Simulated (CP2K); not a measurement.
AlN:

```
Al N
1.0
     3.08863    0.00000    0.00000
     1.54432    2.67483    0.00000
     1.54432    0.89161    2.52186
Al N
1 1
Direct
  0.00000 0.00000 0.00000
  0.25000 0.25000 0.25000
```

Measurements of this composition are mostly on another form, of space group No. 186.

Program: CP2K 2026.2. Alike in all runs: task band structure; potentials or basis POTENTIAL_UZH Al GTH-PBE-q3, N GTH-PBE-q5; TZVP-MOLOPT-PBE-GTH basis; no spin polarisation; cell as given; k mesh 10 × 10 × 10; smearing fermi-dirac 0.05 eV.

**Question.** Order these runs on this cell by their band gap on the k mesh, lowest first.
A. level optB88-vdW; cutoff of the non-local correlation (Ry) 300
B. level PBE
C. level PBEsol
D. level M06-L

**Answer.** C (3.17 eV), B (3.32 eV), A (3.53 eV), D (3.78 eV).

Caveats: the basis of atomic orbitals isn't converged, which shifts pressures, moduli and gaps.

